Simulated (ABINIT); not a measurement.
# MnO (Fm-3m) in ABINIT: a series of runs, part 2 of 2

ABINIT 10.8.3 (patched build).

### 4 Relaxation of cell and atoms, RPBE, collinear spin, ferromagnetic start

run.abi

```
# Pseudopotentials
pp_dirpath "./"
pseudos "Mn.GGA_PBE-ansatz.xml, O.GGA_PBE-ansatz.xml"

# Structure
acell 3.1450804348 3.1450804348 3.1450804348 Angstrom
rprim
     0.0000000000     0.7071067812     0.7071067812
     0.7071067812     0.0000000000     0.7071067812
     0.7071067812     0.7071067812     0.0000000000
ntypat 2
znucl 25 8
natom 2
typat 1 2
chkprim 0
chksymtnons 0
tolsym 1.0e-6
xred
            0.0            0.0            0.0
            1/2            1/2            1/2

# Plane-wave basis
ecut 435.382180 eV
pawecutdg 32.0
pawxcdev 0
pawovlp -1
ecutsm 0.5

# k points
kptopt 1
ngkpt 8 8 8
nshiftk 1
shiftk 0.0 0.0 0.0

# Exchange and correlation
ixc 15

# Bands and occupations
nband 16
occopt 3
tsmear 0.05 eV

# Spin
nsppol 2
spinat
     0.0000000000     0.0000000000     4.0000000000
     0.0000000000     0.0000000000     0.0000000000

# SCF cycle
nstep 80
tolvrs 1.0e-10

# Output
iomode 3
prteig 0
prtebands 0
prtwf 0
prtden 0

# Relaxation
ionmov 2
optcell 2
ntime 50
tolmxf 2.0e-5
dilatmx 1.08
```

Potentials or basis: Ansatz PAW PBE default generated set, frozen core.

Command:

```
abinit run.abi > log 2>&1
```

It took 4 min on 1 thread of Arm Neoverse V1, shared host; peak memory 0.32 GiB.

It converged, with:

```yaml
Free_energy: -3289.8246 eV
Relaxed_volume: 11.53 Å³/atom
Relaxed_cell: a = 3.195 Å, b = 3.195 Å, c = 3.195 Å, α = 60.00°, β = 60.00°, γ = 60.00°
Space_group_after_relaxing_to_0.05_Å: Fm-3m (No. 225)
Energy_gained_by_relaxing: 9.3 meV/atom
Ionic_steps: 5
Pressure_after_relaxing: 0.0 GPa
Band_gap_on_the_k_mesh: none (metal or under the smearing width)
Net_moment: 4.90 μB per cell
Site_moments: Mn +4.58; O +0.22 μB
```

Step by step:
| step | energy change (eV) | largest force (eV/Å) | pressure (GPa) | volume (Å³) |
| --- | --- | --- | --- | --- |
| 1 | 0.0000 | 0.0000 | 5.96 | 22.00 |
| 2 | -0.0119 | 0.0000 | 3.50 | 22.40 |
| 3 | -0.0186 | 0.0000 | 0.23 | 23.01 |
| 4 | -0.0187 | 0.0000 | 0.03 | 23.05 |
| 5 | -0.0187 | 0.0000 | 0.00 | 23.06 |

Final structure:
```cif
data_structure
_symmetry_space_group_name_H-M 'P 1'
_symmetry_Int_Tables_number 1
_cell_length_a 3.1950
_cell_length_b 3.1950
_cell_length_c 3.1950
_cell_angle_alpha 60.000
_cell_angle_beta 60.000
_cell_angle_gamma 60.000
_cell_volume 23.06
loop_
_atom_site_label
_atom_site_type_symbol
_atom_site_fract_x
_atom_site_fract_y
_atom_site_fract_z
_atom_site_occupancy
Mn1 Mn 0.00000 0.00000 0.00000 1
O1 O 0.50000 0.50000 0.50000 1
```

Caveat: the PAW data sets were made with another functional, which shifts forces and pressure a little; a cell with one magnetic atom can't hold antiferromagnetic order, which such compounds often take; semilocal functionals often make such compounds metallic where correlation or magnetic order opens a gap, which also shifts bond lengths; the atomic spheres overlap. With open d or f shells a metallic result of RPBE can be an artefact of self-interaction; +U or a hybrid may open a gap.

### 5 Relaxation of cell and atoms, PBEsol, collinear spin, ferromagnetic start

run.abi

```
# Pseudopotentials
pp_dirpath "./"
pseudos "Mn.upf, O.upf"

# Structure
acell 3*1.0 Angstrom
rprim
     0.0000000000     2.2239077028     2.2239077028
     2.2239077028     0.0000000000     2.2239077028
     2.2239077028     2.2239077028     0.0000000000
ntypat 2
znucl 25 8
natom 2
typat 1 2
chkprim 0
chksymtnons 0
tolsym 1.0e-6
xred
            0.0            0.0            0.0
            1/2            1/2            1/2

# Plane-wave basis
ecut 48.0
ecutsm 0.5

# k points
kptopt 1
ngkpt 8 8 8
nshiftk 1
shiftk 0.0 0.0 0.0

# Exchange and correlation
ixc -116133

# Bands and occupations
nband 16
occopt 3
tsmear 0.05 eV

# Spin
nsppol 2
spinat
     0.0000000000     0.0000000000     4.0000000000
     0.0000000000     0.0000000000     0.0000000000

# SCF cycle
nstep 80
tolvrs 1.0e-12

# Output
iomode 3
prteig 0
prtebands 0
prtwf 0
prtden 0

# Relaxation
ionmov 2
optcell 2
ntime 50
tolmxf 2.0e-5
dilatmx 1.08
```

Potentials or basis: PseudoDojo NC SR PBEsol v0.4.1 standard.

Command:

```
mpirun --bind-to none -np 4 abinit run.abi > log 2>&1
```

Run time: 5.3 min. Hardware: 4 MPI ranks of AMD EPYC 7R43 (Zen 3), shared host; peak memory 0.48 GiB.

It converged, with:

| Quantity | Value |
| --- | --- |
| Free energy | -3409.0065 eV |
| Relaxed volume | 10.31 Å³/atom |
| Relaxed cell | a = 3.078 Å, b = 3.078 Å, c = 3.078 Å, α = 60.00°, β = 60.00°, γ = 60.00° |
| Space group after relaxing (to 0.05 Å) | Fm-3m (No. 225) |
| Energy gained by relaxing | 16.1 meV/atom |
| Ionic steps | 6 |
| Pressure after relaxing | 0.0 GPa |
| Band gap on the k mesh | none (metal or under the smearing width) |
| Net moment | 4.62 μB per cell |
| Site moments | Mn +4.03; O +0.24 μB |

The path:
```csv
step,energy change (eV),largest force (eV/Å),pressure (GPa),volume (Å³)
1,0.0000,0.0000,-6.67,22.00
2,-0.0160,0.0000,-4.91,21.55
3,-0.0312,0.0000,1.60,20.43
4,-0.0320,0.0000,-0.55,20.69
5,-0.0322,0.0000,-0.03,20.62
6,-0.0322,0.0000,0.00,20.62
```

Final structure:
```yaml
crystal:
  lattice:
    - [0.00000, 2.17651, 2.17651]
    - [2.17651, 0.00000, 2.17651]
    - [2.17651, 2.17651, 0.00000]
  atoms:
    - { symbol: Mn, position: [0.00000, 0.00000, 0.00000] }
    - { symbol: O, position: [0.50000, 0.50000, 0.50000] }
```

Caveat: a cell with one magnetic atom can't hold antiferromagnetic order, which such compounds often take; semilocal functionals often make such compounds metallic where correlation or magnetic order opens a gap, which also shifts bond lengths. With open d or f shells a metallic result of PBEsol can be an artefact of self-interaction; +U or a hybrid may open a gap.

### 6 Single point, PBEsol, collinear spin, ferromagnetic start (cell relaxed)

run.abi

```
# Pseudopotentials
pp_dirpath "./"
pseudos "Mn.upf, O.upf"

# Structure
acell 3*1.0
rprim
     0.0000000000     4.1130127964     4.1130127964
     4.1130127964     0.0000000000     4.1130127964
     4.1130127964     4.1130127964     0.0000000000
ntypat 2
znucl 25 8
natom 2
typat 1 2
xcart
     0.0000000000     0.0000000000     0.0000000000
     4.1130127964     4.1130127964     4.1130127964
chkprim 0
chksymtnons 0
tolsym 1.0e-6

# Plane-wave basis
ecut 1306.146540 eV

# k points
kptopt 1
ngkpt 8 8 8
nshiftk 1
shiftk 0.0 0.0 0.0

# Exchange and correlation
ixc -116133

# Bands and occupations
nband 16
occopt 3
tsmear 0.00183747

# Spin
nsppol 2
spinat
     0.0000000000     0.0000000000     4.0000000000
     0.0000000000     0.0000000000     0.0000000000

# SCF cycle
nstep 100
tolvrs 1.0e-10

# Output
iomode 3
prtwf 0
prtden 0
prteig 0
prtebands 0
```

Potentials or basis: PseudoDojo NC SR PBEsol v0.4.1 standard.

Command:

```
mpirun --bind-to none -np 4 abinit run.abi > log 2>&1
```

run.abo:

```text
.Version 10.8.3 of ABINIT
 Symmetries : space group Fm -3 m (#225); Bravais cF (face-center cubic)
================================================================================
 Values of the parameters that define the memory need of the present run
     intxc =       0    ionmov =       0      iscf =       7    lmnmax =       6
     lnmax =       6     mgfft =      40  mpssoang =       3    mqgrid =    3001
     natom =       2  nloc_mem =       1    nspden =       2   nspinor =       1
    nsppol =       2      nsym =      48    n1xccc =    2501    ntypat =       2
    occopt =       3   xclevel =       2
       mpw =        2227          nfft =       64000          nkpt =          29
================================================================================
================================================================================

--------------------------------------------------------------------------------
------------- Echo of variables that govern the present computation ------------
--------------------------------------------------------------------------------
 -outvars: echo values of preprocessed input variables --------
            acell      1.0000000000E+00  1.0000000000E+00  1.0000000000E+00 Bohr
              amu      5.49380500E+01  1.59994000E+01
          chkprim           0
      chksymtnons           0
             ecut      4.80000000E+01 Hartree
              ixc     -116133
         kptrlatt        8    0    0      0    8    0      0    0    8
          kptrlen      4.65334278E+01
            natom           2
            nband          16
            ngfft          40      40      40
             nkpt          29
           nspden           2
           nsppol           2
            nstep         100
             nsym          48
           ntypat           2
           occopt           3
           prtden           0
        prtebands           0
           prteig           0
            prtwf           0
            rprim      0.0000000000E+00  4.1130127964E+00  4.1130127964E+00
                       4.1130127964E+00  0.0000000000E+00  4.1130127964E+00
                       4.1130127964E+00  4.1130127964E+00  0.0000000000E+00
          spgroup         225
           spinat      0.0000000000E+00  0.0000000000E+00  4.0000000000E+00
                       0.0000000000E+00  0.0000000000E+00  0.0000000000E+00
           tolsym      1.00000000E-06
           tolvrs      1.00000000E-10
           tsmear      1.83747000E-03 Hartree
            typat      1  2
           xangst      0.0000000000E+00  0.0000000000E+00  0.0000000000E+00
                       2.1765126385E+00  2.1765126385E+00  2.1765126385E+00
            xcart      0.0000000000E+00  0.0000000000E+00  0.0000000000E+00
                       4.1130127964E+00  4.1130127964E+00  4.1130127964E+00
             xred      0.0000000000E+00  0.0000000000E+00  0.0000000000E+00
                       5.0000000000E-01  5.0000000000E-01  5.0000000000E-01
            znucl       25.00000    8.00000

================================================================================

 chkinp: Checking input parameters for consistency.

================================================================================
== DATASET  1 ==================================================================

--- !DatasetInfo
iteration_state: {dtset: 1, }
dimensions: {natom: 2, nkpt: 29, mband: 16, nsppol: 2, nspinor: 1, nspden: 2, mpw: 2227, }
cutoff_energies: {ecut:  48.0, pawecutdg:  -1.0, }
electrons: {nelect:   2.10000000E+01, charge:   0.00000000E+00, occopt:   3.00000000E+00, tsmear:   1.83747000E-03, }
meta: {optdriver: 0, ionmov: 0, optcell: 0, iscf: 7, paral_kgb: 0, }
...
[... 89 lines left out ...]
 Radius=ratsph(iatom), smearing ratsm=  0.0000. Diff(up-dn)=approximate z local magnetic moment.
    Atom    Radius    up_density   dn_density  Total(up+dn)  Diff(up-dn)
    1 Mn   2.00000     8.446128     4.412744     12.858872     4.033385
    2  O   2.00000     3.229447     2.988389      6.217836     0.241058
 ------------------------------------------------------------------------------------------------------------
  Sum:                11.675576     7.401133     19.076708     4.274443
 Total magnetization (from the atomic spheres):                4.274443
 Total magnetization (exact up - dn):                          4.619939

================================================================================

 ----iterations are completed or convergence reached----

 Mean square residual over all n,k,spin=   14.895E-10; max=  13.240E-07
 reduced coordinates (array xred) for    2 atoms
       0.000000000000      0.000000000000      0.000000000000
       0.500000000000      0.500000000000      0.500000000000
 rms dE/dt=  0.0000E+00; max dE/dt=  0.0000E+00; dE/dt below (all hartree)
    1       0.000000000000      0.000000000000      0.000000000000
    2       0.000000000000      0.000000000000      0.000000000000

 cartesian coordinates (angstrom) at end:
    1      0.00000000000000     0.00000000000000     0.00000000000000
    2      2.17651263853073     2.17651263853073     2.17651263853073

 cartesian forces (hartree/bohr) at end:
    1     -0.00000000000000    -0.00000000000000    -0.00000000000000
    2     -0.00000000000000    -0.00000000000000    -0.00000000000000
 frms,max,avg= 0.0000000E+00 0.0000000E+00   0.000E+00  0.000E+00  0.000E+00 h/b

 cartesian forces (eV/Angstrom) at end:
    1     -0.00000000000000    -0.00000000000000    -0.00000000000000
    2     -0.00000000000000    -0.00000000000000    -0.00000000000000
 frms,max,avg= 0.0000000E+00 0.0000000E+00   0.000E+00  0.000E+00  0.000E+00 e/A
 length scales=  1.000000000000  1.000000000000  1.000000000000 bohr
              =  0.529177210544  0.529177210544  0.529177210544 angstroms
 Fermi (or HOMO) energy (hartree) =   0.36890   Average Vxc (hartree)=  -0.46578
 Magnetization (Bohr magneton)=  4.61993910E+00
 Total spin up =  1.28099696E+01   Total spin down =  8.19003045E+00
 Eigenvalues (hartree) for nkpt=  29  k points, SPIN UP:
 kpt#   1, nband= 16, wtk=  0.00195, kpt=  0.0000  0.0000  0.0000 (reduced coord)
  -2.61155   -1.47224   -1.47224   -1.47224   -0.39330    0.21865    0.21865    0.21865
   0.24704    0.24704    0.24704    0.26820    0.26820    0.35942    0.88321    0.97945
      occupation numbers for kpt#   1
   1.00000    1.00000    1.00000    1.00000    1.00000    1.00000    1.00000    1.00000
   1.00000    1.00000    1.00000    1.00000    1.00000    0.99428    0.00000    0.00000
 prteigrs : prtvol=0 or 1, do not print more k-points.

 Eigenvalues (hartree) for nkpt=  29  k points, SPIN DOWN:
 kpt#   1, nband= 16, wtk=  0.00195, kpt=  0.0000  0.0000  0.0000 (reduced coord)
  -2.45668   -1.30864   -1.30864   -1.30864   -0.37607    0.23443    0.23443    0.23443
   0.39064    0.39064    0.39064    0.40281    0.41711    0.41711    0.90742    1.03632
      occupation numbers for kpt#   1
   1.00000    1.00000    1.00000    1.00000    1.00000    1.00000    1.00000    1.00000
   0.00001    0.00001    0.00001    0.00000    0.00000    0.00000    0.00000    0.00000
 prteigrs : prtvol=0 or 1, do not print more k-points.

--- !EnergyTerms
iteration_state     : {dtset: 1, }
comment             : Components of total free energy in Hartree
kinetic             :  5.98286054535559E+01
hartree             :  3.07554192646773E+01
xc                  : -2.23740217880662E+01
Ewald energy        : -8.46581927629376E+01
psp_core            :  3.38857379042969E+00
local_psp           : -1.01992899991085E+02
non_local_psp       : -1.02258186838210E+01
internal            : -1.25278334717247E+02
'-kT*entropy'       : -3.43415029028030E-04
total_energy        : -1.25278678132276E+02
total_energy_eV     : -3.40900649904330E+03
band_energy         : -1.17687269779870E+01
...

 Cartesian components of stress tensor (hartree/bohr^3)
  sigma(1 1)=  8.90271464E-07  sigma(3 2)=  0.00000000E+00
  sigma(2 2)=  8.90271464E-07  sigma(3 1)=  0.00000000E+00
  sigma(3 3)=  8.90271464E-07  sigma(2 1)=  0.00000000E+00

-Cartesian components of stress tensor (GPa)         [Pressure= -2.6193E-02 GPa]
- sigma(1 1)=  2.61926908E-02  sigma(3 2)=  0.00000000E+00
- sigma(2 2)=  2.61926908E-02  sigma(3 1)=  0.00000000E+00
- sigma(3 3)=  2.61926908E-02  sigma(2 1)=  0.00000000E+00

== END DATASET(S) ==============================================================
================================================================================

 -outvars: echo values of variables after computation  --------
            acell      1.0000000000E+00  1.0000000000E+00  1.0000000000E+00 Bohr
           etotal     -1.2527867813E+02
            fcart     -0.0000000000E+00 -0.0000000000E+00 -0.0000000000E+00
                      -0.0000000000E+00 -0.0000000000E+00 -0.0000000000E+00
            rprim      0.0000000000E+00  4.1130127964E+00  4.1130127964E+00
                       4.1130127964E+00  0.0000000000E+00  4.1130127964E+00
                       4.1130127964E+00  4.1130127964E+00  0.0000000000E+00
           strten      8.9027146428E-07  8.9027146427E-07  8.9027146426E-07
                       0.0000000000E+00  0.0000000000E+00  0.0000000000E+00
           xangst      0.0000000000E+00  0.0000000000E+00  0.0000000000E+00
                       2.1765126385E+00  2.1765126385E+00  2.1765126385E+00
             xred      0.0000000000E+00  0.0000000000E+00  0.0000000000E+00
                       5.0000000000E-01  5.0000000000E-01  5.0000000000E-01
 Calculation completed.
```

Wall time 45 s (4 MPI ranks of AMD EPYC 7R43 (Zen 3), shared host); peak memory 0.36 GiB.

What came out:

* Free energy: -3409.0065 eV
* Pressure: 0.0 GPa
* Band gap on the k mesh: none (metal or under the smearing width)
* Net moment: 4.62 μB per cell
* Site moments: Mn +4.03; O +0.24 μB
* Valence electrons inside the program's atomic spheres: Mn 12.86; O 6.22

Caveat: a cell with one magnetic atom can't hold antiferromagnetic order, which such compounds often take; semilocal functionals often make such compounds metallic where correlation or magnetic order opens a gap, which also shifts bond lengths.

### 7 Summary

| task | level | potentials or basis | cell | cutoff (eV) | cell freedom (optcell) | optimiser (ionmov) | cutoff smearing ecutsm (Ha) | force stop (Ha/bohr) | fine-grid cutoff | gap on the mesh (eV) | pressure (GPa) | moment (μB) | relaxed volume (Å³/atom) |
| --- | --- | --- | --- | --- | --- | --- | --- | --- | --- | --- | --- | --- | --- |
| relaxation of cell and atoms | LDA | PseudoDojo NC SR LDA v0.4.1 standard | relaxed | 1306 | 2 | 2 | 0.5 | 2e-05 | - | none | 0.0 | 3.99 | 9.31 |
| single point | LDA | PseudoDojo NC SR LDA v0.4.1 standard | cell relaxed | 1306 | - | - | - | - | - | none | 0.0 | 3.99 | - |
| relaxation of cell and atoms | RPBE | Ansatz PAW PBE default generated set, frozen core | relaxed | 435 | 2 | 2 | 0.5 | 2e-05 | 870.764 eV | none | 0.0 | 4.90 | 11.53 |
| relaxation of cell and atoms | PBEsol | PseudoDojo NC SR PBEsol v0.4.1 standard | relaxed | 1306 | 2 | 2 | 0.5 | 2e-05 | - | none | 0.0 | 4.62 | 10.31 |
| single point | PBEsol | PseudoDojo NC SR PBEsol v0.4.1 standard | cell relaxed | 1306 | - | - | - | - | - | none | 0.0 | 4.62 | - |

Alike in all rows: spin collinear, ferromagnetic start; k mesh 8 × 8 × 8; smearing fermi-dirac 0.05 eV.

Caveats: a cell with one magnetic atom can't hold antiferromagnetic order, which such compounds often take; semilocal functionals often make such compounds metallic where correlation or magnetic order opens a gap, which also shifts bond lengths; the volume moved by over 15 % at a fixed basis, so the end points are rough (some runs); the PAW data sets were made with another functional, which shifts forces and pressure a little (some runs); the atomic spheres overlap (some runs).

Total energies depend on the potentials used, so only differences within one code and one set of settings carry meaning.
